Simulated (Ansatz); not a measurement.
## What 2 layers does to InN

Consider InN in the wurtzite structure (space group P6_3mc, No. 186; a = 3.537 Å, c = 5.713 Å). Axes: x lies along a and z along c of the hexagonal cell.

The change: a free-standing slab of 2 layers (8 atoms, 4 a layer) is cut normal to the y axis, with 15 Å of vacuum and the in-plane cell held at bulk.

Calculations: PBEsol, PAW, 420 eV (Ansatz, a program for electronic structure; spin-orbit coupling left out). Settings: 9×6×1 k-points, 0.05 eV Fermi–Dirac smearing, for the changed cell.

```json
[
 {"quantity": "layer's space group (with vacuum)", "base": "–", "changed": "Pmc2_1 (No. 26)", "shift": "–"},
 {"quantity": "shortest interatomic distance", "base": "4.074 bohr", "changed": "3.862 bohr", "shift": "-0.212 bohr"},
 {"quantity": "band gap", "base": "zero", "changed": "0.63 eV", "shift": "–"},
 {"quantity": "gap character", "base": "–", "changed": "direct at Γ", "shift": "–"},
 {"quantity": "valence-band top at Γ (three highest levels, from the VBM)", "base": "–", "changed": "0.00, -0.28, -0.42 eV", "shift": "–"},
 {"quantity": "excess energy per area of both faces (slab less bulk energy over the cell's area: twice a surface energy) (uncertain by up to 0.06 J/m²)", "base": "–", "changed": "2.5 J/m²", "shift": "–"},
 {"quantity": "change of the spacing d12 from its bulk value of 1.021 Å", "base": "–", "changed": "-23.7 %", "shift": "–"},
 {"quantity": "change of the spacing d23 from its bulk value of 2.042 Å", "base": "–", "changed": "+7.6 %", "shift": "–"}
]
```

The excess energy carries the mismatch between the slab's and the bulk's meshes. Stability against distortions was not tested. All final runs are without spin polarisation. The zero or small gap of InN can change with the level of theory. k-point labels follow each cell's own Brillouin zone.
